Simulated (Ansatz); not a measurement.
Runs of Ansatz 0.2.0 on Sb. The structure is monoclinic, space group P2_1/m (No. 11). The conventional cell has a = 3.122 Å, b = 4.348 Å, c = 4.406 Å, α = 90.00°, β = 90.51°, γ = 90.00°. Sb (site symmetry m) has 6 Sb at 3.04 to 3.15 Å as nearest neighbours. This isn't the form of Sb at room conditions, which is rhombohedral.

```csv
task,level,spin,k mesh,cutoff (eV),points for each segment of the path,atoms under strain,q mesh,gap on the mesh (eV),pressure (GPa),largest force (eV/Å)
band structure,LDA,off,9 × 6 × 6,420,14,-,-,none,(b),0.04
band structure,r2SCAN,off,9 × 6 × 6,500,14,-,-,none,-0.8,(a)
density of states,PBEsol,off,8 × 6 × 6,420,-,-,-,none,-2.1,0.03
band structure,PBEsol,"SOC, no magnetisation",9 × 6 × 6,420,14,-,-,none,-2.2,0.06
elastic constants,PBEsol,off,8 × 6 × 6,420,-,relaxed,-,none,-2.2,-
phonons,PBEsol,off,8 × 6 × 6,420,8,-,2 × 2 × 2,none,-,-
```

Alike in all rows: potentials or basis Ansatz PAW; cell as given; smearing fermi-dirac 0.05 eV.

Question: Fill in the values left out.

Answer: (a) 0.05; (b) -3.3.

Caveats: the PAW data sets come from PBE, with cores solved anew for the run's functional, which leaves a small shift of forces and pressure; spin-orbit coupling is left out, which moves the levels of the heavy elements (some runs); elastic constants of metals need much finer meshes, so these are rough (some runs); some modes are imaginary (some runs); some levels weren't fully converged (some runs).

A k mesh can miss the band edges, and rows without SOC leave out spin-orbit coupling on Sb.

A gap of «none» marks a metal or a gap under the smearing width.
